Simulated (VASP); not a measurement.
Input of a VASP 6.6.1 run:

File INCAR:

```
SYSTEM = Zr
  ALGO = Normal
  EDIFF = 1E-7
  EDIFFG = -0.005
  ENCUT = 600
  GGA = RP
  IBRION = 2
  ISIF = 3
  ISMEAR = 0
  LASPH = .TRUE.
  LCHARG = .FALSE.
  LREAL = .FALSE.
  LWAVE = .FALSE.
  NELM = 60
  NSW = 90
  PREC = Accurate
  SIGMA = 0.1
```

The input KPOINTS:

```
k-points
0
G
  15 15 8
  0 0 0
```

POSCAR

```
Zr
1.0
    3.2392314100      0.0000000000      0.0000000000
   -1.6196157100      2.8052566900      0.0000000000
    0.0000000000      0.0000000000      5.1722200000
Zr
2
Direct
    0.3333333300      0.6666666700      0.2500000000
    0.6666666700      0.3333333300      0.7500000000
```

Potentials or basis: VASP PAW PBE potentials, release 64 (Zr_sv).

Launch:

```sh
$ cat potpaw_PBE.64/Zr_sv/POTCAR > POTCAR
$ mpirun -np 1 vasp_std > vasp.out
```

Estimate the space group after relaxing (to 0.05 Å).

P6_3/mmc (No. 194).

Predict the band gap on the k mesh.

none (metal or under the smearing width).

Final structure:
```xyz
2
Lattice="3.2605 0.0000 0.0000 -1.6302 2.8236 0.0000 0.0000 0.0000 5.2035" Properties=species:S:1:pos:R:3 pbc="T T T"
Zr    0.0000    1.8824    1.3009
Zr    1.6302    0.9412    3.9026
```
